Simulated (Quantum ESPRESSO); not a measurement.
Crystal: CsSnI3.

```
Cs I Sn
1.0
     6.20570    0.00000    0.00000
     0.00000    6.20570    0.00000
     0.00000    0.00000    6.20570
Cs I Sn
1 3 1
Direct
  0.00000 0.00000 0.00000
  0.50000 0.50000 0.00000
  0.50000 0.00000 0.50000
  0.00000 0.50000 0.50000
  0.50000 0.50000 0.50000
```

Base run:

| Property | Result |
| --- | --- |
| Program | Quantum ESPRESSO 7.5 |
| Functional | PBE |
| Potentials or basis | SSSP 1.3 efficiency PBE |
| Cutoff | 816 eV |
| Density cutoff | 6531 eV |
| k mesh | 5 × 5 × 5 |
| Occupations | fermi-dirac, width 0.05 eV |
| Spin | no spin polarisation |

Its results: pressure 0.5 GPa.

The run is repeated on the same cell with these changes: functional from PBE to LDA; potentials or basis from SSSP 1.3 efficiency PBE to GBRV 1.5 LDA; cutoff from 816 eV to 925 eV; density cutoff from 6531 eV to 7401 eV. What comes out?

Pressure -1.6 GPa.

Caveats: the cell was measured hot, at 500 K.
